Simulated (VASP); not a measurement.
Crystal: CaS.

```
CELL_PARAMETERS angstrom
0.00000 2.83125 2.83125
2.83125 0.00000 2.83125
2.83125 2.83125 0.00000
ATOMIC_POSITIONS crystal
Ca 0.00000 0.00000 0.00000
S 0.50000 0.50000 0.50000
```

The cell was built by a generator and needn't be a form met in nature.

Base run:

| Item | Value |
| --- | --- |
| Program | VASP 6.6.1 |
| Functional | PBE |
| Potentials or basis | VASP PAW PBE potentials, release 64 (Ca_sv, S) |
| Cutoff | 520 eV |
| k mesh | 8 × 8 × 8 |
| Occupations | gaussian, width 0.02 eV |
| Spin | no spin polarisation |

Its results: band gap on the k mesh 2.32 eV, indirect (least direct gap 3.14 eV); pressure 1.7 GPa.

Q: The run is repeated on the same cell with these changes: cutoff from 520 eV to 550 eV; dispersion from none to D4. What comes out?

A: Band gap on the k mesh 2.32 eV, indirect (least direct gap 3.14 eV); pressure 0.0 GPa.

A k mesh can miss the band edges.
